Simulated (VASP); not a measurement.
# Si (a cell with a defect) in VASP: a series of runs

Runs on Si (a cell with a defect). Level: PBE. Tasks: single point.

Everything below comes from runs of VASP 6.6.1. Logs are shortened: lines on timing, memory, paths and dates and some standing lists are left out, and cuts for length are marked.

## Step 1: Starting point

The cell holds a defect, 17 atoms: a = 7.679 Å, b = 7.679 Å, c = 7.679 Å, α = 60.00°, β = 60.00°, γ = 60.00°.

The cell was built by a generator and needn't be a form met in nature.

## Step 2: Single point, PBE

INCAR reads:

```
ALGO = Fast
EDIFF = 1E-7
ENCUT = 520
GGA = PE
ISIF = 2
ISMEAR = 0
LASPH = T
LCHARG = F
LREAL = Auto
LWAVE = F
NBANDS = 48
NELM = 60
PREC = Accurate
SIGMA = 0.02
```

KPOINTS reads:

```
k-points
0
Gamma
  2 2 2
```

POSCAR reads:

```
Si
1.0
    0.0000000000      5.4300000000      5.4300000000
    5.4300000000      0.0000000000      5.4300000000
    5.4300000000      5.4300000000      0.0000000000
Si
17
Direct
    0.0145133517     -0.0333220074      0.0048964088
    0.1411672192      0.1206366483      0.1178653775
    0.0095413444      0.0009161142      0.4888063536
    0.1305194291      0.1072376611      0.6321420810
    0.0145081031      0.5142513812      0.0048366483
    0.1021492634      0.6020035912      0.1941483425
   -0.0256910681      0.4739479742      0.5779010129
    0.1305069061      0.6302759669      0.6320772560
    0.5130014733      0.0126605893     -0.0379869245
    0.6208293738      0.1205851750      0.1180273481
    0.5011628913      0.0007700737      0.4889245856
    0.6377634438      0.1375842541      0.5872595764
    0.4668018416      0.5142327808      0.0050767956
    0.6208463168      0.6408619705      0.1179969613
    0.5011569061      0.5093432781      0.4889163904
    0.6075523941      0.6301387661      0.6323582873
    0.8270333333      0.3268519337      0.0195290976
```

Potentials or basis: VASP PAW PBE potentials, release 64 (Si).

The run is started by

```console
cat potpaw_PBE.64/Si/POTCAR > POTCAR
mpirun -np 1 vasp_std > vasp.out
```

OUTCAR:

```text
EDIFF = 1E-7
   ENCUT = 520
   GGA = PE
   ISIF = 2
   ISMEAR = 0
   LASPH = T
   LREAL = Auto
   NELM = 60
   PREC = Accurate

 ion  position               nearest neighbor table
   1  0.015  0.967  0.005-   6 2.33   4 2.34  17 2.43   2 2.47  10 2.47
   2  0.141  0.121  0.118-   3 2.33   9 2.34  17 2.39   1 2.47   5 2.47
   3  0.010  0.001  0.489-   2 2.33   8 2.33   4 2.33  12 2.34
   4  0.131  0.107  0.632-  11 2.33   3 2.33   1 2.34   7 2.34
   5  0.015  0.514  0.005-   6 2.33   8 2.34  17 2.43   2 2.47  14 2.47
   6  0.102  0.602  0.194-  13 2.33   1 2.33   5 2.33   7 2.41
   7  0.974  0.474  0.578-   4 2.34  16 2.34   8 2.34   6 2.41  17 2.77
   8  0.131  0.630  0.632-   3 2.33  15 2.33   5 2.34   7 2.34
   9  0.513  0.013  0.962-  10 2.34  14 2.34   2 2.34  12 2.35
  10  0.621  0.121  0.118-  11 2.33   9 2.34  17 2.39  13 2.47   1 2.47
  11  0.501  0.001  0.489-  10 2.33   4 2.33  16 2.33  12 2.34
  12  0.638  0.138  0.587-  11 2.34  15 2.34   3 2.34   9 2.35
  13  0.467  0.514  0.005-   6 2.33  16 2.34  17 2.43  14 2.47  10 2.47
  14  0.621  0.641  0.118-  15 2.33   9 2.34  17 2.39  13 2.47   5 2.47
  15  0.501  0.509  0.489-  14 2.33   8 2.33  16 2.33  12 2.34
  16  0.608  0.630  0.632-  11 2.33  15 2.33  13 2.34   7 2.34
  17  0.827  0.327  0.020-  10 2.39  14 2.39   2 2.39  13 2.43   1 2.43   5 2.43   7 2.77

  LATTYP: Found a face centered cubic cell.
 ALAT       =    10.8600000000

  Lattice vectors:

 A1 = (   0.0000000000,   5.4300000000,   5.4300000000)
 A2 = (   5.4300000000,   0.0000000000,   5.4300000000)
 A3 = (   5.4300000000,   5.4300000000,   0.0000000000)

Analysis of symmetry for initial positions (statically):
=====================================================================
 Subroutine PRICEL returns:
 Original cell was already a primitive cell.

 Routine SETGRP: Setting up the symmetry group for a
 face centered cubic supercell.

 Subroutine GETGRP returns: Found  1 space group operations
 (whereof  1 operations were pure point group operations)
 out of a pool of 48 trial point group operations.

The static configuration has the point symmetry C_1 .

Analysis of symmetry for dynamics (positions and initial velocities):
=====================================================================
 Subroutine PRICEL returns:
 Original cell was already a primitive cell.

 Routine SETGRP: Setting up the symmetry group for a
 face centered cubic supercell.

 Subroutine GETGRP returns: Found  1 space group operations
 (whereof  1 operations were pure point group operations)
 out of a pool of 48 trial point group operations.

The dynamic configuration has the point symmetry C_1 .

 Subroutine INISYM returns: Found  1 space group operations
 (whereof  1 operations are pure point group operations),
 and found     1 'primitive' translations

----------------------------------------------------------------------------------------

                                     Primitive cell

  volume of cell :     320.2060

  direct lattice vectors                    reciprocal lattice vectors
     0.000000000  5.430000000  5.430000000    -0.092081031  0.092081031  0.092081031
     5.430000000  0.000000000  5.430000000     0.092081031 -0.092081031  0.092081031
     5.430000000  5.430000000  0.000000000     0.092081031  0.092081031 -0.092081031

  length of vectors
     7.679179644  7.679179644  7.679179644     0.159489025  0.159489025  0.159489025

  position of ions in fractional coordinates (direct lattice)
     0.014513352  0.966677993  0.004896409
     0.141167219  0.120636648  0.117865378
     0.009541344  0.000916114  0.488806354
     0.130519429  0.107237661  0.632142081
     0.014508103  0.514251381  0.004836648
     0.102149263  0.602003591  0.194148343
[... 9 lines left out ...]
     0.607552394  0.630138766  0.632358287
     0.827033333  0.326851934  0.019529098

  ion indices of the primitive-cell ions
   primitive index   ion index
                 1           1
                 2           2
                 3           3
                 4           4
                 5           5
                 6           6
[... 9 lines left out ...]
                16          16
                17          17

----------------------------------------------------------------------------------------

 KPOINTS: k-points

Automatic generation of k-mesh.
 Grid dimensions read from file:
 generate k-points for:    2    2    2

 Generating k-lattice:

  Cartesian coordinates                     Fractional coordinates (reciprocal lattice)
    -0.046040516  0.046040516  0.046040516     0.500000000  0.000000000  0.000000000
     0.046040516 -0.046040516  0.046040516     0.000000000  0.500000000  0.000000000
     0.046040516  0.046040516 -0.046040516     0.000000000  0.000000000  0.500000000

  Length of vectors
     0.079744512  0.079744512  0.079744512

  Shift w.r.t. Gamma in fractional coordinates (k-lattice)
     0.000000000  0.000000000  0.000000000

[... 80 lines left out ...]
  free energy    TOTEN  =       -87.69640599 eV

  energy without entropy =      -87.69596975  energy(sigma->0) =      -87.69618787

 E-fermi :   6.7104     XC(G=0):  -9.6917

 val. band max:        6.6762097673   @ k =   0.5000   0.5000   0.0000
 cond. band min:       6.7421306732   @ k =   0.0000   0.0000   0.0000
 fundamental gap:      0.0659209059
 Fermi energy:         6.7103520833

 k-point     1 :       0.0000    0.0000    0.0000
  band No.  band energies     occupation
      1      -6.2264      2.00000
      2      -3.8719      2.00000
      3      -3.6302      2.00000
      4      -3.6297      2.00000
      5      -3.3637      2.00000
      6      -2.5837      2.00000
[... 38 lines left out ...]
     45       8.6069      0.00000
     46       8.8791      0.00000

 k-point     2 :       0.5000    0.0000    0.0000
  band No.  band energies     occupation
      1      -5.7583      2.00000
      2      -4.9951      2.00000
      3      -3.5819      2.00000
      4      -3.4333      2.00000
      5      -3.1869      2.00000
      6      -2.9998      2.00000
[... 38 lines left out ...]
     45       9.5454      0.00000
     46      10.0631      0.00000

 k-point     3 :       0.0000    0.5000    0.0000
  band No.  band energies     occupation
      1      -5.7584      2.00000
      2      -4.9948      2.00000
      3      -3.5816      2.00000
      4      -3.4338      2.00000
      5      -3.1870      2.00000
      6      -2.9999      2.00000
[... 38 lines left out ...]
     45       9.5465      0.00000
     46      10.0626      0.00000

 k-point     4 :       0.0000    0.0000    0.5000
  band No.  band energies     occupation
      1      -5.8319      2.00000
      2      -4.8655      2.00000
      3      -3.4017      2.00000
      4      -3.4008      2.00000
      5      -3.3650      2.00000
      6      -2.9777      2.00000
[... 38 lines left out ...]
     45       9.8201      0.00000
     46      10.0528      0.00000

 k-point     5 :       0.5000    0.5000    0.5000
  band No.  band energies     occupation
      1      -5.7585      2.00000
      2      -4.9946      2.00000
      3      -3.5815      2.00000
      4      -3.4341      2.00000
      5      -3.1870      2.00000
      6      -3.0001      2.00000
[... 38 lines left out ...]
     45       9.5465      0.00000
     46      10.0631      0.00000

 k-point     6 :       0.5000    0.5000    0.0000
  band No.  band energies     occupation
      1      -5.6315      2.00000
      2      -4.6935      2.00000
      3      -4.0679      2.00000
      4      -3.8772      2.00000
      5      -3.7886      2.00000
      6      -3.5934      2.00000
[... 38 lines left out ...]
     45      10.3244      0.00000
     46      10.4382      0.00000

 k-point     7 :       0.0000    0.5000    0.5000
  band No.  band energies     occupation
      1      -5.6314      2.00000
      2      -4.6936      2.00000
      3      -4.0679      2.00000
      4      -3.8771      2.00000
      5      -3.7887      2.00000
      6      -3.5933      2.00000
[... 38 lines left out ...]
     45      10.3241      0.00000
     46      10.4387      0.00000

 k-point     8 :       0.5000    0.0000    0.5000
  band No.  band energies     occupation
      1      -5.6314      2.00000
      2      -4.6937      2.00000
      3      -4.0679      2.00000
      4      -3.8768      2.00000
      5      -3.7889      2.00000
      6      -3.5933      2.00000
[... 38 lines left out ...]
     45      10.3245      0.00000
     46      10.4383      0.00000
 [bands above 46 left out]

------------------------ aborting loop because EDIFF is reached ----------------------------------------

  FORCE on cell =-STRESS in cart. coord.  units (eV):
  Direction    XX          YY          ZZ          XY          YZ          ZX
  --------------------------------------------------------------------------------------
  -------------------------------------------------------------------------------------
  Total        9.1157283      9.1207001      9.1184460     -0.5529349      0.5530799      0.5545042
  in kB       45.6113019     45.6361789     45.6249002     -2.7666556      2.7673813      2.7745076
  external PRESSURE =      45.6241270 kB  Pullay stress =       0.0000000 kB

 VOLUME and BASIS-vectors are now :
 -----------------------------------------------------------------------------
  energy-cutoff  :      520.00
  volume of cell :      320.21
      direct lattice vectors                 reciprocal lattice vectors
     0.000000000  5.430000000  5.430000000    -0.092081031  0.092081031  0.092081031
     5.430000000  0.000000000  5.430000000     0.092081031 -0.092081031  0.092081031
     5.430000000  5.430000000  0.000000000     0.092081031  0.092081031 -0.092081031

 POSITION                                       TOTAL-FORCE (eV/Angst)
 -----------------------------------------------------------------------------------
      5.27565      0.10539      5.32787        -0.012968      0.010412     -0.013633
      1.29507      1.40655      1.42160         0.004144      0.004771     -0.002615
      2.65919      2.70603      0.05678         0.007216     -0.020404     -0.007469
      4.01483      4.14125      1.29102         0.011933      0.001661     -0.002018
      2.81865      0.10504      2.87116         0.012964      0.011782      0.012139
      4.32310      1.60890      3.82355        -0.030662     -0.033445      0.028485
[... 9 lines left out ...]
      6.85536      6.73272      6.72066        -0.000523      0.008620      0.000234
      1.88085      4.59683      6.26560        -0.008341     -0.005531      0.008808
 -----------------------------------------------------------------------------------
    total drift:                                0.002799     -0.000538     -0.002112

  FREE ENERGIE OF THE ION-ELECTRON SYSTEM (eV)
  ---------------------------------------------------
  free  energy   TOTEN  =       -87.6964059919 eV

  energy  without entropy=      -87.6959697543  energy(sigma->0) =      -87.69618787
```

Run time: 2.9 min. Hardware: 1 thread of AMD EPYC 9R45 (Zen 5), shared host; peak memory 0.45 GiB.

What came out:

| Quantity | Value |
| --- | --- |
| Free energy | -87.6964 eV |
| Pressure | 4.6 GPa |
| Largest force | 0.054 eV/Å |
| Band gap on the k mesh | 0.07 eV, indirect (least direct gap 0.46 eV) |

Forces in eV/Å, atoms in the order of the input:
```
Si  -0.013  0.010 -0.014
Si   0.004  0.005 -0.003
Si   0.007 -0.020 -0.007
Si   0.012  0.002 -0.002
Si   0.013  0.012  0.012
Si  -0.031 -0.033  0.028
Si   0.008  0.007 -0.006
Si   0.003  0.003 -0.011
Si   0.013  0.012 -0.015
Si   0.000  0.002 -0.003
Si   0.010  0.008  0.021
Si  -0.011 -0.010  0.012
Si   0.009 -0.011 -0.011
Si   0.004  0.003  0.000
Si  -0.020  0.007 -0.009
Si  -0.001  0.009  0.000
Si  -0.008 -0.006  0.009
```

Stress tensor (GPa, compression positive):
```
 4.56 -0.28  0.28
-0.28  4.56  0.28
 0.28  0.28  4.56
```

Caveat: the k mesh is coarse (spacing up to 0.50 Å⁻¹), so the values aren't converged. Expect the measured gap to be larger: semilocal functionals such as PBE lack the derivative discontinuity.

## Step 3: Single point, PBE

INCAR reads:

```
SYSTEM = Si
PREC = Accurate
ENCUT = 520
EDIFF = 1E-6
ISMEAR = 0
SIGMA = 0.02
LREAL = Auto
LASPH = .True.
NELM = 100
ALGO = Fast
ISIF = 2
LWAVE = .False.
LCHARG = .False.
GGA = PE
NBANDS = 48
```

KPOINTS reads:

```
Automatic mesh
0
Gamma
  2 2 2
  0 0 0
```

POSCAR reads:

```
Si
1.0
    0.0000000000      5.4300000000      5.4300000000
    5.4300000000      0.0000000000      5.4300000000
    5.4300000000      5.4300000000      0.0000000000
Si
17
Direct
    0.0026294659     -0.0180337017      0.0106558011
    0.1549625230      0.1110641805      0.1231293738
    0.0148470534     -0.0051608656      0.4956383978
    0.1219473297      0.1143622468      0.6397169429
    0.0025887661      0.5049267035      0.0106655617
    0.1085666667      0.6107876611      0.1700158379
   -0.0166251381      0.4855921731      0.5456021179
    0.1219454880      0.6241360958      0.6397151013
    0.5199313996      0.0221757827     -0.0641131676
    0.6087666667      0.1111112339      0.1231079190
    0.4926529466     -0.0051291897      0.4956255064
    0.6478720994      0.1500457643      0.5522126151
    0.4797674033      0.5048913444      0.0106674033
    0.6088117864      0.6571607735      0.1230907919
    0.4926514733      0.5170234807      0.4956194291
    0.6121463168      0.6241575506      0.6397026703
    0.7976051565      0.2996099448      0.1032209945
```

Potentials or basis: VASP PAW PBE potentials, release 64 (Si).

The run is started by

```console
cat potpaw_PBE.64/Si/POTCAR > POTCAR
mpirun -np 1 vasp_std > vasp.out
```

Wall time 2.5 min (1 thread of AMD EPYC 9R45 (Zen 5), shared host); peak memory 0.45 GiB.

The run converged. Its results:

```yaml
Free_energy: -87.6950 eV
Pressure: 4.6 GPa
Largest_force: 0.023 eV/Å
Band_gap_on_the_k_mesh: 0.09 eV, indirect (least direct gap 0.46 eV)
```

Forces in eV/Å, atoms in the order of the input:
```
Si   0.009 -0.003  0.004
Si  -0.001  0.002  0.001
Si   0.000  0.002  0.000
Si   0.003  0.000  0.001
Si  -0.005 -0.004 -0.010
Si  -0.008 -0.006  0.008
Si  -0.006 -0.006  0.007
Si  -0.001  0.001 -0.003
Si   0.000 -0.001  0.000
Si  -0.002  0.000 -0.003
Si   0.001  0.001 -0.001
Si  -0.007 -0.007  0.006
Si  -0.004  0.009  0.003
Si   0.003  0.001  0.001
Si   0.002  0.000 -0.001
Si   0.000  0.002  0.000
Si   0.017  0.010 -0.012
```

Stress tensor (GPa, compression positive):
```
 4.58 -0.31  0.31
-0.31  4.58  0.31
 0.31  0.31  4.58
```

Levels at points of the mesh, in eV from the valence-band top:
| k point | band 31 | band 32 | band 33 | band 34 | band 35 | band 36 | band 37 | band 38 |
| --- | --- | --- | --- | --- | --- | --- | --- | --- |
| (0.00, 0.00, 0.00) | -1.11 | -0.57 | -0.57 | -0.37 | 0.09 | 0.09 | 0.41 | 0.41 |
| (0.50, 0.00, 0.00) | -1.27 | -1.24 | -0.73 | -0.13 | 0.37 | 0.77 | 1.06 | 1.23 |
| (0.00, 0.50, 0.00) | -1.27 | -1.23 | -0.73 | -0.13 | 0.37 | 0.77 | 1.06 | 1.23 |
| (0.00, 0.00, 0.50) | -1.29 | -1.15 | -1.15 | -0.04 | 0.53 | 0.53 | 1.36 | 1.36 |
| (0.50, 0.50, 0.50) | -1.27 | -1.23 | -0.73 | -0.13 | 0.37 | 0.77 | 1.06 | 1.23 |
| (0.50, 0.50, 0.00) | -1.76 | -1.59 | -0.47 | 0.00 | 0.58 | 1.52 | 1.62 | 1.72 |
| (0.00, 0.50, 0.50) | -1.76 | -1.59 | -0.47 | 0.00 | 0.58 | 1.52 | 1.62 | 1.72 |
| (0.50, 0.00, 0.50) | -1.76 | -1.59 | -0.47 | 0.00 | 0.58 | 1.52 | 1.62 | 1.72 |

Caveat: the k mesh is coarse (spacing up to 0.50 Å⁻¹), so the values aren't converged. PBE gaps usually lie below the measured ones, often by a third to a half.

## Step 4: Single point, PBE

INCAR reads:

```
PREC = Accurate
ENCUT = 520
EDIFF = 1E-6
ISMEAR = 0
SIGMA = 0.02
LREAL = Auto
LASPH = True
NELM = 80
ALGO = Fast
ISIF = 2
LWAVE = False
LCHARG = True
GGA = PE
LELF = True
LVHAR = True
NBANDS = 48
```

KPOINTS reads:

```
Automatic mesh
0
Gamma
  2 2 2
```

POSCAR reads:

```
Si
1.0
    0.0000000000      5.4300000000      5.4300000000
    5.4300000000      0.0000000000      5.4300000000
    5.4300000000      5.4300000000      0.0000000000
Si
17
Direct
    0.0016613260     -0.0104530387      0.0025237569
    0.1418923573      0.1207452118      0.1169251381
    0.0070246777     -0.0012445672      0.4956543278
    0.1220000921      0.1207203499      0.6306923573
    0.0017098527      0.5064199816      0.0024645488
    0.1142282689      0.6189638122      0.1479796501
   -0.0103429098      0.4943817680      0.5217335175
    0.1220776243      0.6267468692      0.6306105893
    0.5099429098      0.0145018416     -0.0390383057
    0.6158281768      0.1207029466      0.1169314917
    0.4939787293     -0.0012616022      0.4956667587
    0.6335370166      0.1381885820      0.5901451197
    0.4848073665      0.5064162063      0.0024637201
    0.6160457643      0.6464638122      0.1168765193
    0.4940835175      0.5116844383      0.4955785451
    0.6159953039      0.6267363720      0.6306142726
    0.7643023020      0.2687533149      0.1979487109
```

The run is started by

```console
cat potpaw_PBE.64/Si/POTCAR > POTCAR
mpirun -np 1 vasp_std > vasp.out
```

Run time: 2.6 min. Hardware: 1 thread of AMD EPYC 9R45 (Zen 5), shared host; peak memory 0.44 GiB.

Results (log left out):

| Property | Result |
| --- | --- |
| Free energy | -87.8837 eV |
| Pressure | 5.1 GPa |
| Largest force | 0.320 eV/Å |
| Band gap on the k mesh | none (metal or under the smearing width) |

Forces on the atoms (eV/Å):
```
Si  -0.006 -0.027  0.029
Si   0.005 -0.061 -0.006
Si   0.004 -0.023 -0.003
Si  -0.015 -0.027  0.026
Si  -0.029 -0.027  0.007
Si  -0.050 -0.050  0.050
Si  -0.055 -0.057  0.055
Si  -0.026 -0.027  0.016
Si   0.049  0.050 -0.048
Si   0.003  0.004  0.060
Si   0.004  0.005  0.023
Si   0.068  0.069 -0.068
Si  -0.029 -0.005  0.029
Si  -0.060  0.003 -0.005
Si  -0.023  0.005 -0.004
Si  -0.025 -0.017  0.024
Si   0.188  0.184 -0.183
```

Stress tensor (GPa, compression positive):
```
 5.08 -0.24  0.25
-0.24  5.07  0.25
 0.25  0.25  5.06
```

Levels at points of the mesh, in eV from the Fermi level:
| k point | band 32 | band 33 | band 34 | band 35 | band 36 | band 37 |
| --- | --- | --- | --- | --- | --- | --- |
| (0.00, 0.00, 0.00) | -0.79 | -0.78 | -0.43 | -0.14 | -0.14 | 0.09 |
| (0.50, 0.00, 0.00) | -1.44 | -1.25 | -0.26 | 0.30 | 0.75 | 0.81 |
| (0.00, 0.50, 0.00) | -1.44 | -1.25 | -0.26 | 0.30 | 0.75 | 0.81 |
| (0.00, 0.00, 0.50) | -1.39 | -1.39 | -0.35 | 0.42 | 0.42 | 1.05 |
| (0.50, 0.50, 0.50) | -1.44 | -1.25 | -0.26 | 0.30 | 0.75 | 0.81 |
| (0.50, 0.50, 0.00) | -1.85 | -0.94 | 0.01 | 0.57 | 1.09 | 1.18 |
| (0.00, 0.50, 0.50) | -1.85 | -0.94 | 0.01 | 0.57 | 1.09 | 1.18 |
| (0.50, 0.00, 0.50) | -1.85 | -0.94 | 0.01 | 0.57 | 1.09 | 1.18 |

Caveat: the k mesh is coarse (spacing up to 0.50 Å⁻¹), so the values aren't converged.
